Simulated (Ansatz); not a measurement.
Below is a relaxed structure of GaP. The cell was found from a structure generator's guess, not taken from experiment.

Theory: DFT PBE, scalar-relativistic, plane waves, PAW (Ansatz). Cutoff 420 eV, Γ-centred mesh, Gaussian smearing, no spin polarisation.

```
Ga P
1.0
     1.94233    1.12140    6.43456
    -1.94233    1.12140    6.43456
     0.00000   -2.24281    6.43456
Ga P
2 2
Direct
  0.56443 0.56443 0.56443
  0.43557 0.43557 0.43557
  0.94248 0.94248 0.94248
  0.05752 0.05752 0.05752
```

Energies over the elements count from the elements' standard structures at the same level, with no fitted energy shifts. The references include black phosphorus.

Task: Find its symmetry and describe it.

Result: R-3m (No. 166), with Ga and P ordered on diamond sites. Conventional cell: a = 3.885 Å, c = 19.304 Å. Ga is surrounded by 3 P at 2.40 Å and 1 Ga at 2.49 Å; P has 1 P at 2.22 Å and 3 Ga at 2.40 Å.

Task: What is its formation energy per atom?

Result: −0.302 eV/atom. A negative formation energy is needed for stability but isn't enough: competing phases decide.

Task: Is it a metal?

Result: No, the gap on the 12×12×12 mesh is 0.81 eV.

The last run used a 12×12×12 mesh for its 4-atom cell and Gaussian smearing of 0.02 eV. Kohn–Sham gaps at this level usually fall short of measured ones. The reference form of P is held partly by dispersion forces, which this level lacks. This cell was reached by moving the atoms of another relaxed cell at random and relaxing again, last within the group found; it had no such test of its own.
